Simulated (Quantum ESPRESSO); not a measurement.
# Sb (I4/mmm) in Quantum ESPRESSO: single point with PBEsol

Aim: the single point of Sb with PBEsol.

All numbers are computed with Quantum ESPRESSO 7.5; they aren't measurements. Logs are shortened: lines on timing, memory, paths and dates and some standing lists are left out, and cuts for length are marked.

## 1. The structure

It takes space group I4/mmm (No. 139, tetragonal). The conventional cell has a = 3.153 Å, b = 3.153 Å, c = 5.424 Å, α = 90.00°, β = 90.00°, γ = 90.00°. Sb (site symmetry 4/mmm) has 12 Sb at 3.15 to 3.51 Å as nearest neighbours.

This isn't the form of Sb at room conditions, which is rhombohedral.

## 2. Single point, PBEsol

Contents of run.py:

```python
import numpy as np
from ase.calculators.espresso import Espresso, EspressoProfile
from ase.io import read

atoms = read('Sb.cif')

input_data = {
    'control': {'calculation': 'scf', 'prefix': 'pwscf', 'outdir': './tmp', 'tprnfor': True, 'tstress': True, 'disk_io': 'nowf'},
    'system': {'ecutwfc': 45.0, 'ecutrho': 360.0, 'nbnd': 13, 'occupations': 'smearing', 'smearing': 'fd', 'degauss': 0.00367493},
    'electrons': {'conv_thr': 2e-10, 'electron_maxstep': 120, 'mixing_beta': 0.5},
}
pseudopotentials = {'Sb': 'sb_pbesol_v1.4.uspp.F.UPF'}
profile = EspressoProfile(command='mpirun -n 2 pw.x -nk 2', pseudo_dir='pseudo')
dft = Espresso(profile=profile, input_data=input_data, pseudopotentials=pseudopotentials, kpts=(12, 12, 12), koffset=(0, 0, 0))
atoms.calc = dft

print(f'energy {atoms.get_potential_energy():.8f} eV')
print('forces (eV/A)')
print(np.round(atoms.get_forces(), 6))
print('stress (eV/A^3, Voigt)')
print(np.round(atoms.get_stress(), 8))
print(f'Fermi level {dft.get_fermi_level():.4f} eV')
```

Contents of Sb.cif:

```cif
data_Sb
_cell_length_a 3.51077882
_cell_length_b 3.51077882
_cell_length_c 3.51077882
_cell_angle_alpha 126.63358998
_cell_angle_beta 126.63358998
_cell_angle_gamma 78.84926272
_space_group_name_H-M_alt 'P1'
_space_group_name_Hall 'P 1'
_space_group_IT_number 1
loop_
_space_group_symop_operation_xyz
'x,y,z'
loop_
_atom_site_label
_atom_site_type_symbol
_atom_site_symmetry_multiplicity
_atom_site_Wyckoff_symbol
_atom_site_fract_x
_atom_site_fract_y
_atom_site_fract_z
_atom_site_occupancy
Sb1 Sb 1 a 0.0000000000 0.0000000000 0.0000000000 1
```

Potentials or basis: GBRV 1.5 PBEsol.

Started as:

```bash
> OMP_NUM_THREADS=1 python run.py
```

Log:

```text
energy -2511.37147878 eV
forces (eV/A)
[[0. 0. 0.]]
stress (eV/A^3, Voigt)
[0.00984816 0.00913383 0.0076455  0.         0.         0.00181061]
Fermi level 11.6743 eV
```

espresso.pwi:

```text
&CONTROL
   calculation      = 'scf'
   tstress          = .true.
   tprnfor          = .true.
   outdir           = './tmp'
   prefix           = 'pwscf'
   disk_io          = 'nowf'
   pseudo_dir       = 'pseudo'
/
&SYSTEM
   nbnd             = 13
   ecutwfc          = 45.0
   ecutrho          = 360.0
   occupations      = 'smearing'
   degauss          = 0.00367493
   smearing         = 'fd'
   ntyp             = 1
   nat              = 1
   ibrav            = 0
/
&ELECTRONS
   electron_maxstep = 120
   conv_thr         = 2e-10
   mixing_beta      = 0.5
/
&IONS
/
&CELL
/
&FCP
/
&RISM
/
ATOMIC_SPECIES
Sb 121.76 sb_pbesol_v1.4.uspp.F.UPF

K_POINTS automatic
12 12 12  0 0 0

CELL_PARAMETERS angstrom
3.51077882000000 0.00000000000000 0.00000000000000
0.67895252670810 3.44450161698863 0.00000000000000
-2.09486567355186 -1.72225080865694 2.22956450564123

ATOMIC_POSITIONS angstrom
Sb 0.0000000000 0.0000000000 0.0000000000
```

espresso.pwo:

```text
This program is part of the open-source Quantum ESPRESSO suite
     for quantum simulation of materials; please cite
         "P. Giannozzi et al., J. Phys.:Condens. Matter 21 395502 (2009);
         "P. Giannozzi et al., J. Phys.:Condens. Matter 29 465901 (2017);
         "P. Giannozzi et al., J. Chem. Phys. 152 154105 (2020);
     in publications or presentations arising from this work. More details at

Warning: card &CELL ignored
Warning: card &FCP ignored
Warning: card &RISM ignored

     Message from routine setup:
     using ibrav=0 with symmetry is DISCOURAGED, use correct ibrav instead

     K-points division:     npool     =       2
     Subspace diagonalization in iterative solution of the eigenvalue problem:
     a serial algorithm will be used

     G-vector sticks info
     --------------------
     sticks:   dense  smooth     PW     G-vecs:    dense   smooth      PW
     Sum        1231     617    239                20919     7429    1789

     Using Slab Decomposition

     bravais-lattice index     =            0
     lattice parameter (alat)  =       6.6344  a.u.
     unit-cell volume          =     181.9477 (a.u.)^3
     number of atoms/cell      =            1
     number of atomic types    =            1
     number of electrons       =        15.00
     number of Kohn-Sham states=           13
     kinetic-energy cutoff     =      45.0000  Ry
     charge density cutoff     =     360.0000  Ry
     scf convergence threshold =      2.0E-10
     mixing beta               =       0.5000
     number of iterations used =            8  plain     mixing
     Exchange-correlation= SLA  PW   PSX  PSC
                           (   1   4  10   8   0   0   0)

     celldm(1)=   6.634410  celldm(2)=   0.000000  celldm(3)=   0.000000
     celldm(4)=   0.000000  celldm(5)=   0.000000  celldm(6)=   0.000000

     crystal axes: (cart. coord. in units of alat)
               a(1) = (   1.000000   0.000000   0.000000 )
               a(2) = (   0.193391   0.981122   0.000000 )
               a(3) = (  -0.596695  -0.490561   0.635063 )

     reciprocal axes: (cart. coord. in units 2 pi/alat)
               b(1) = (  1.000000 -0.197112  0.787324 )
               b(2) = ( -0.000000  1.019241  0.787324 )
               b(3) = (  0.000000  0.000000  1.574648 )

     PseudoPot. # 1 for Sb read from file:
     sb_pbesol_v1.4.uspp.F.UPF
     Pseudo is Ultrasoft + core correction, Zval = 15.0
     Generated by new atomic code, or converted to UPF format
     Using radial grid of  891 points,  6 beta functions with:
                l(1) =   0
                l(2) =   0
                l(3) =   1
                l(4) =   1
                l(5) =   2
                l(6) =   2
     Q(r) pseudized with  8 coefficients,  rinner =    1.350   1.350   1.350
                                                       1.350   1.350

     atomic species   valence    mass     pseudopotential
     Sb               15.00   121.76000     Sb( 1.00)

      4 Sym. Ops., with inversion, found

   Cartesian axes

     site n.     atom                  positions (alat units)
         1        Sb     tau(   1) = (   0.0000000   0.0000000   0.0000000  )

     number of k points=   476  Fermi-Dirac smearing, width (Ry)=  0.0037

     Number of k-points >= 100: set verbosity='high' to print them.

     Dense  grid:    20919 G-vectors     FFT dimensions: (  45,  45,  45)

     Smooth grid:     7429 G-vectors     FFT dimensions: (  30,  30,  30)

     Check: negative core charge=   -0.000003

     Initial potential from superposition of free atoms

     starting charge      14.0000, renormalised to      15.0000
     Starting wfcs are    9 randomized atomic wfcs +    4 random wfcs

     Self-consistent Calculation

     iteration #  1     ecut=    45.00 Ry     beta= 0.50
     Davidson diagonalization with overlap
     ethr =  1.00E-02,  avg # of iterations =  5.7

     total energy              =    -184.38059289 Ry
     estimated scf accuracy    <       1.01314901 Ry

     iteration #  2     ecut=    45.00 Ry     beta= 0.50
     Davidson diagonalization with overlap
     ethr =  6.75E-03,  avg # of iterations =  2.0

     total energy              =    -184.58163035 Ry
     estimated scf accuracy    <       0.01186487 Ry

     iteration #  3     ecut=    45.00 Ry     beta= 0.50
     Davidson diagonalization with overlap
     ethr =  7.91E-05,  avg # of iterations =  3.2

     total energy              =    -184.58230371 Ry
     estimated scf accuracy    <       0.00136935 Ry

     iteration #  4     ecut=    45.00 Ry     beta= 0.50
     Davidson diagonalization with overlap
     ethr =  9.13E-06,  avg # of iterations =  2.5

     total energy              =    -184.58241129 Ry
     estimated scf accuracy    <       0.00000761 Ry

     iteration #  5     ecut=    45.00 Ry     beta= 0.50
     Davidson diagonalization with overlap
     ethr =  5.07E-08,  avg # of iterations =  3.0

     total energy              =    -184.58241520 Ry
     estimated scf accuracy    <       0.00000063 Ry

     iteration #  6     ecut=    45.00 Ry     beta= 0.50
     Davidson diagonalization with overlap
     ethr =  4.20E-09,  avg # of iterations =  2.0

     total energy              =    -184.58241530 Ry
     estimated scf accuracy    <          7.0E-09 Ry

     iteration #  7     ecut=    45.00 Ry     beta= 0.50
     Davidson diagonalization with overlap
     ethr =  4.65E-11,  avg # of iterations =  2.3

     total energy              =    -184.58241530 Ry
     estimated scf accuracy    <          1.1E-09 Ry

     iteration #  8     ecut=    45.00 Ry     beta= 0.50
     Davidson diagonalization with overlap
     ethr =  7.36E-12,  avg # of iterations =  2.0

     End of self-consistent calculation

     Number of k-points >= 100: set verbosity='high' to print the bands.

     the Fermi energy is    11.6743 ev

!    total energy              =    -184.58241530 Ry
     estimated scf accuracy    <          3.3E-11 Ry
     smearing contrib. (-TS)   =      -0.00040531 Ry
     internal energy E=F+TS    =    -184.58200999 Ry

     The total energy is F=E-TS. E is the sum of the following terms:
     one-electron contribution =     -71.34011581 Ry
     hartree contribution      =      44.85102925 Ry
     xc contribution           =     -43.57580157 Ry
     ewald contribution        =    -114.51712185 Ry

     convergence has been achieved in   8 iterations

     Forces acting on atoms (cartesian axes, Ry/au):

     atom    1 type  1   force =     0.00000000    0.00000000    0.00000000

     Total force =     0.000000     Total SCF correction =     0.000000

     Computing stress (Cartesian axis) and pressure

          total   stress  (Ry/bohr**3)                   (kbar)     P=      -14.22
  -0.00010726  -0.00001972  -0.00000000          -15.78       -2.90       -0.00
  -0.00001972  -0.00009948  -0.00000000           -2.90      -14.63       -0.00
  -0.00000000  -0.00000000  -0.00008327           -0.00       -0.00      -12.25

=------------------------------------------------------------------------------=
   JOB DONE.
=------------------------------------------------------------------------------=
```

Wall time 33 s (2 MPI ranks of Intel Xeon Platinum 8488C (Sapphire Rapids), shared host); peak memory 0.26 GiB.

What came out:

* Free energy: -2511.3717 eV
* Pressure: -1.4 GPa
* Band gap on the k mesh: none (metal or under the smearing width)

The run has no spin-orbit coupling, so splittings on Sb are missing.
